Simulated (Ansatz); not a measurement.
**Pt: equation of state with PBEsol**

Crystal: Pt.

```
Pt
1.0
    -1.58422    1.58422    1.58422
     1.58422   -1.58422    1.58422
     1.58422    1.58422   -1.58422
Pt
1
Direct
  0.00000 0.00000 0.00000
```

This isn't the form of Pt at room conditions, which is fcc.

```
Program             : Ansatz 0.2.0
Task                : equation of state
Functional          : PBEsol
Potentials or basis : all-electron LAPW, scalar-relativistic
Basis error allowed : 0.0005 eV/atom
k mesh              : 12 × 12 × 12
Occupations         : fermi-dirac, width 0.05 eV
Spin                : no spin polarisation
```

```yaml
Equilibrium_volume: 15.19 Å³/atom
Bulk_modulus: 278 GPa
Pressure_derivative_of_the_bulk_modulus: 5.4
```

Energy against volume, from the lowest point:
```tsv
volume (Å³/atom)	energy (meV/atom)
14.950	3.18
15.268	0.00
15.586	8.01
15.904	25.82
16.222	52.21
16.540	86.08
16.858	126.46
```

All runs of the series together: 65 s on 1 thread of Arm Neoverse V2, on a shared host.

The run has no spin-orbit coupling, so splittings on Pt are missing.
